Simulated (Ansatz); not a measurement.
Crystal: Ti.

```
CELL_PARAMETERS angstrom
2.91013 0.00000 0.00000
-1.45507 2.52025 0.00000
0.00000 0.00000 4.61675
ATOMIC_POSITIONS crystal
Ti 0.66667 0.33333 0.75000
Ti 0.33333 0.66667 0.25000
```

The cell isn't the ideal one: volume scaled by 0.96.

| Quantity | Value |
| --- | --- |
| Program | Ansatz 0.2.0 |
| Task | relaxation of cell and atoms |
| Functional | PBE0 |
| Dispersion | D4 |
| Potentials or basis | Ansatz PAW |
| Cutoff | 420 eV (not typed: the program's choice for these potentials) |
| k mesh | 5 × 5 × 3 |
| Occupations | methfessel-paxton, width 0.1 eV |
| Spin | no spin polarisation |

At the start: volume 16.93 Å³/atom.

Problem. How do energy, volume and symmetry change on relaxing?

Solution. It ends after 5 steps and the volume is 16.82 Å³/atom (-0.7 %); space group P6_3/mmc (No. 194, to 0.05 Å).

Step by step:
| step | energy change (eV) | largest force (eV/Å) | volume (Å³) |
| --- | --- | --- | --- |
| 1 | 0.0000 | 0.0000 | 33.86 |
| 2 | -0.0014 | 0.0000 | 33.40 |
| 3 | -0.0087 | 0.0000 | 33.66 |
| 4 | -0.0087 | 0.0000 | 33.63 |
| 5 | -0.0087 | 0.0000 | 33.63 |

Final structure:
```yaml
crystal:
  lattice:
    - [2.92526, 0.00000, 0.00000]
    - [-1.46263, 2.53335, 0.00000]
    - [0.00000, 0.00000, 4.53838]
  atoms:
    - { symbol: Ti, position: [0.66667, 0.33333, 0.75000] }
    - { symbol: Ti, position: [0.33333, 0.66667, 0.25000] }
```

Caveat: the k mesh is coarse (spacing up to 0.50 Å⁻¹), so the values aren't converged, least of all with exact exchange; the plane-wave basis is chosen anew once the cell has moved, so the energies of steps on either side of that aren't comparable; pairwise dispersion overbinds metals, which lowers pressure and volume; the PAW data sets come from PBE, with cores solved anew for the run's functional, which leaves a small shift of forces and pressure.
